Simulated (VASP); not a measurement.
# Li (P6_3/mmc) in VASP: settings compared, part 2 of 2

VASP 6.6.1. Earlier steps stand in the parts before.

### Step 3. Single point, PBEsol

File INCAR:

```
  ALGO = Normal
  EDIFF = 1E-7
  ENCUT = 520
  GGA = PS
  ISIF = 2
  ISMEAR = -1
  LASPH = T
  LCHARG = F
  LREAL = F
  LWAVE = F
  NBANDS = 10
  NELM = 100
  PREC = Accurate
  SIGMA = 0.03
```

File KPOINTS:

```
k-points
0
Gamma
  15 15 8
```

File POSCAR:

```
Li
1.0
    3.1110021516      0.0000000000      0.0000000000
   -1.5555010758      2.6942068945      0.0000000000
    0.0000000000      0.0000000000      5.0930000000
Li
2
Direct
    0.3333333333      0.6666666667      0.2500000000
    0.6666666667      0.3333333333      0.7500000000
```

Potentials or basis: VASP PAW PBE potentials, release 64 (Li_sv).

Run with:

```console
> cat potpaw_PBE.64/Li_sv/POTCAR > POTCAR
> mpirun -np 1 vasp_std > vasp.out
```

OUTCAR:

```text
EDIFF = 1E-7
   ENCUT = 520
   GGA = PS
   ISIF = 2
   ISMEAR = -1
   LASPH = T
   LREAL = F
   NELM = 100
   PREC = Accurate

 ion  position               nearest neighbor table
   1  0.333  0.667  0.250-
   2  0.667  0.333  0.750-

  LATTYP: Found a hexagonal cell.
 ALAT       =     3.1110021516
 C/A-ratio  =     1.6370930497

  Lattice vectors:

 A1 = (   3.1110021516,   0.0000000000,   0.0000000000)
 A2 = (  -1.5555010758,   2.6942068945,   0.0000000000)
 A3 = (   0.0000000000,   0.0000000000,   5.0930000000)

Analysis of symmetry for initial positions (statically):
=====================================================================
 Subroutine PRICEL returns:
 Original cell was already a primitive cell.

 Routine SETGRP: Setting up the symmetry group for a
 hexagonal supercell.

 Subroutine GETGRP returns: Found 24 space group operations
 (whereof 12 operations were pure point group operations)
 out of a pool of 24 trial point group operations.

The static configuration has the point symmetry D_3d.
 The point group associated with its full space group is D_6h.

Analysis of symmetry for dynamics (positions and initial velocities):
=====================================================================
 Subroutine PRICEL returns:
 Original cell was already a primitive cell.

 Routine SETGRP: Setting up the symmetry group for a
 hexagonal supercell.

 Subroutine GETGRP returns: Found 24 space group operations
 (whereof 12 operations were pure point group operations)
 out of a pool of 24 trial point group operations.

The dynamic configuration has the point symmetry D_3d.
 The point group associated with its full space group is D_6h.

 Subroutine INISYM returns: Found 24 space group operations
 (whereof 12 operations are pure point group operations),
 and found     1 'primitive' translations

----------------------------------------------------------------------------------------

[... 117 lines left out ...]
   GGA     = PS    functional components
   LHFCALC =     F    Hartree Fock is set to
   AEXX    =    0.0000 exact exchange contribution
   IVDW    =     0    specifies the selected vdW correction
   LEPSILON=     F    determine dielectric tensor
   LRPA    =     F    only Hartree local field effects (RPA)
 non-spin polarized calculation
  energy-cutoff  :      520.00
  volume of cell :       42.69
 maximum number of plane-waves:      1182
 NGX is ok and might be reduce to    24
   NGX = 11   NGY = 11   NGZ = 19

 number of electron       5.9999990 magnetization

 Free energy of the ion-electron system (eV)
  ---------------------------------------------------
  ext. energy  EPLUGINS =         0.00000000
  ---------------------------------------------------
  free energy    TOTEN  =        -3.93043398 eV

  energy without entropy =       -3.92716378  energy(sigma->0) =       -3.92879888

 E-fermi :   0.4900     XC(G=0):  -6.8929

 val. band max:        0.4858406260   @ k =   0.4667   0.0667   0.0000
 cond. band min:       0.4955019465   @ k =   0.4000  -0.0000   0.5000
 fundamental gap:      0.0096613205
 Fermi energy:         0.4899563071

 k-point     1 :       0.0000    0.0000    0.0000
  band No.  band energies     occupation
      1     -45.5143      2.00000
      2     -45.4991      2.00000
      3      -3.0006      2.00000
      4       0.4782      1.19391
      5       3.2361      0.00000
      6      12.5485      0.00000
      7      12.5485      0.00000
      8      13.8983      0.00000
      9      13.8983      0.00000
     10      14.4261      0.00000
[... 287 lines left out ...]
 k-point    24 :       0.4000    0.2000    0.0000
  band No.  band energies     occupation
      1     -45.4972      2.00000
      2     -45.4942      2.00000
      3       0.9948      0.00000
      4       1.9272      0.00000
      5       4.6668      0.00000
      6       5.6237      0.00000
      7       6.5201      0.00000
      8       6.6503      0.00000
      9      10.1382      0.00000
     10      10.5619      0.00000

 [... further k-points ...]

------------------------ aborting loop because EDIFF is reached ----------------------------------------

  FORCE on cell =-STRESS in cart. coord.  units (eV):
  Direction    XX          YY          ZZ          XY          YZ          ZX
  --------------------------------------------------------------------------------------
  -------------------------------------------------------------------------------------
  Total       -0.2057486     -0.2057486     -0.2009845      0.0000000      0.0000000      0.0000000
  in kB       -7.7222256     -7.7222256     -7.5434197      0.0000000      0.0000000      0.0000000
  external PRESSURE =      -7.6626237 kB  Pullay stress =       0.0000000 kB

 VOLUME and BASIS-vectors are now :
 -----------------------------------------------------------------------------
  energy-cutoff  :      520.00
  volume of cell :       42.69
      direct lattice vectors                 reciprocal lattice vectors
     3.111002152  0.000000000  0.000000000     0.321439829  0.185583372  0.000000000
    -1.555501076  2.694206895  0.000000000     0.000000000  0.371166744  0.000000000
     0.000000000  0.000000000  5.093000000     0.000000000  0.000000000  0.196347929

 POSITION                                       TOTAL-FORCE (eV/Angst)
 -----------------------------------------------------------------------------------
     -0.00000      1.79614      1.27325         0.000000     -0.000000      0.000000
      1.55550      0.89807      3.81975        -0.000000      0.000000      0.000000
 -----------------------------------------------------------------------------------
    total drift:                               -0.000000      0.000000      0.000000

  FREE ENERGIE OF THE ION-ELECTRON SYSTEM (eV)
  ---------------------------------------------------
  free  energy   TOTEN  =        -3.9304339843 eV

  energy  without entropy=       -3.9271637755  energy(sigma->0) =       -3.92879888
```

OSZICAR:

```text
N       E                     dE             d eps       ncg     rms          rms(c)
DAV:   1     0.166280646024E+02    0.16628E+02   -0.32697E+03  2700   0.564E+02
DAV:   2    -0.138749353268E+01   -0.18016E+02   -0.17483E+02  3542   0.108E+02
DAV:   3    -0.389141876475E+01   -0.25039E+01   -0.24856E+01  4416   0.307E+01
DAV:   4    -0.393534106895E+01   -0.43922E-01   -0.43878E-01  3562   0.442E+00
DAV:   5    -0.393575724479E+01   -0.41618E-03   -0.41615E-03  3586   0.440E-01    0.542E-01
DAV:   6    -0.393198808249E+01    0.37692E-02   -0.12490E-03  4420   0.179E-01    0.302E-01
DAV:   7    -0.393038736736E+01    0.16007E-02   -0.23773E-03  4340   0.279E-01    0.306E-02
DAV:   8    -0.393043988186E+01   -0.52514E-04   -0.60463E-04  3708   0.133E-01    0.176E-02
DAV:   9    -0.393043407821E+01    0.58037E-05   -0.42461E-06  3286   0.150E-02    0.123E-03
DAV:  10    -0.393043428813E+01   -0.20992E-06   -0.88526E-07  3140   0.847E-03    0.155E-03
DAV:  11    -0.393043405617E+01    0.23195E-06   -0.21098E-08  2218   0.164E-03    0.242E-04
DAV:  12    -0.393043398427E+01    0.71906E-07   -0.81639E-09  1540   0.754E-04
   1 F= -.39304340E+01 E0= -.39287989E+01  d E =-.327021E-02
```

stdout:

```text
POSCAR found type information on POSCAR Li
 POSCAR found :  1 types and       2 ions
 scaLAPACK will be used
 -----------------------------------------------------------------------------
|                                                                             |
|                                                                             |
|     You enforced a specific xc type in the INCAR file but a different       |
|     I HOPE YOU KNOW WHAT YOU ARE DOING!                                     |
|                                                                             |
 -----------------------------------------------------------------------------

 LDA part: xc-table for (Slater+PW92), standard interpolation
 POSCAR, INCAR and KPOINTS ok, starting setup
 FFT: planning ... GRIDC
 FFT: planning ... GRID_SOFT
 FFT: planning ... GRID
 WAVECAR not read
 entering main loop
```

It took 75 s on 1 thread of Intel Xeon Platinum 8175M at 2.50GHz (Skylake/Cascade Lake), shared host; peak memory 0.17 GiB.

Results:

| Property | Result |
| --- | --- |
| Free energy | -3.9304 eV |
| Band gap on the k mesh | none (metal or under the smearing width) |

Levels at points of the mesh, in eV from the Fermi level:
| k point | band 1 | band 2 | band 3 | band 4 | band 5 | band 6 | band 7 |
| --- | --- | --- | --- | --- | --- | --- | --- |
| (0.00, 0.00, 0.00) | -46.00 | -45.99 | -3.49 | -0.01 | 2.75 | 12.06 | 12.06 |
| (0.00, 0.00, 0.50) | -46.00 | -46.00 | -2.40 | -2.40 | 7.66 | 7.66 | 12.94 |

Caveat: the cutoff is under 1.25 times the usual one of these potentials, so pressure, stress and relaxed cells hold a basis-set (Pulay) error; the PAW data sets were made with another functional, which shifts forces and pressure a little.
